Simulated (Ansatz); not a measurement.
Consider PbF$_{2}$ in the fluorite structure (space group Fm-3m, No. 225; a = 5.899 Å). Axes: x, y, z lie along the cube axes.

All numbers come from PBEsol in Ansatz (plane waves to 420 eV, PAW, scalar-relativistic without spin-orbit coupling).

One thing is altered: an isotropic linear strain of +0.50 %; the atoms relax in the strained cell.

Predict the stress tensor and what it implies for the stiffness.

Stress of the strained cell less that of the base (GPa, compression positive):
```
  -1.10    0.00    0.00
   0.00   -1.10    0.00
   0.00    0.00   -1.10
```

Then B = −ΔP/(ΔV/V₀) with ΔV/V₀ = 0.0151 gives secant stiffness values (nonlinear terms included at this strain): B ≈ 73 GPa.

Stability against distortions was not tested.

Ansatz is a program for electronic structure.
